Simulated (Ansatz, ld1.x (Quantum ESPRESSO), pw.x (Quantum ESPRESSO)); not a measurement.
Cd (bcc): variants of one TM potential in the solid

ld1.x (Quantum ESPRESSO) 7.5 input, shortened:

```
&input
   title='Cd', zed=48., rel=1, dft='PBE', iswitch=3,
   config='[Kr] 4d10 5s2 5p0 5d-2'
 /
 &inputp
   pseudotype=2, tm=.true., lloc=1,
   nlcc=.true., new_core_ps=.true.
 /
3
5S  1  0   2.00   0.00  2.00  2.00  0.0
5D  3  2  -2.00   0.20  3.70  3.70  0.0
5P  2  1   0.00   0.00  3.65  3.65  0.0
 &test
   configts(1)='5s2 5p0'
 /
```

Crystal test: bcc Cd in pw.x 7.5, no spin, 13³ k-points, Fermi–Dirac smearing 0.01 Ry, cutoffs set for each file from its atomic test. The reference is all-electron LAPW (Ansatz 0.2.0) with the same functional, mesh and smearing; V0 and B0 come from Birch–Murnaghan fits to the pressures at five volumes. Errors are pseudo minus all-electron; Δ is the rms difference of the E(V) curves that follow from these fits, minima aligned, over ±6 % about the mean V0. Mesh and smearing are coarse, so the numbers serve the comparison and aren't converged zero-temperature values; the lattice is a test structure that the element need not adopt.

All-electron: a0 = 3.603 Å (V0 = 23.38 Å³/atom), B0 = 37.4 GPa.

Base: The largest radius (3.70 bohr) exceeds half the bond length (2.95 bohr), so the spheres overlap, which is one possible source of error among others. This is a poor potential for the solid. Atomic configuration tests: 1 of 5 tests not solved or not reliable. The logarithmic derivative shows an extra or strongly shifted pseudo pole above the reference energy (s near 0.00 Ry).

2 further variants are left out: they gave no file fit for a test, a broken result, the same result as the base, or pressures whose basis-set error rivals the error shown.

A dash in a converged row means that the minimum lies outside the volumes sampled.

```csv
change,cutoffs (Ry),pw.x,a0 (Å),a0 error (%),B0 error (%),Δ (meV/atom),mean pressure error (GPa)
base,50/200,converged,–,–,–,–,-4.22
"core [Kr], valence charge 12; reference 4d10 5s1.5 5p0.5; waves now 5p (bound): rc 3.15 bohr; 4d (bound): rc 1.85 bohr; 4f channel at -0.1 Ry: rc 2.95 bohr; 5s (bound): rc 2.35 bohr; local potential the s channel; core correction none",120/480,converged,3.619,+0.45,-1.4,2.6,+0.51
wave 5s (bound): rc 2.00 bohr becomes 5s (bound): rc 1.84 bohr,55/220,converged,–,–,–,–,-4.33
```

Give the row for: wave 5p (bound): rc 3.65 bohr becomes 5p (bound): rc 2.90 bohr.

pw.x: converged; mean pressure error (GPa): -2.95.
